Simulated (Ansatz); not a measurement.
System: Bi (fcc type), 1 atom in the cell.

The calculation used Ansatz, PBE with spin–orbit coupling, all-electron LAPW, point nucleus.

k-mesh 4×4×4 Γ-centred; Fermi–Dirac smearing of 0.15 eV.

```
Bi
1.0
     0.00000    2.51460    2.51460
     2.51460    0.00000    2.51460
     2.51460    2.51460    0.00000
Bi
1
Cartesian
  0.0000 0.0000 0.0000
```

(1) Would the cell expand or shrink if it were free to relax?

## Answers

(1) The pressure is 2.21 GPa, so at these settings the cell is compressed and would expand.

The k-mesh is coarse, so these values belong to this mesh and can lie far from the converged ones. This cubic structure is a model: it isn't the usual form of the substance at ambient conditions, and such phases are metastable or hypothetical.
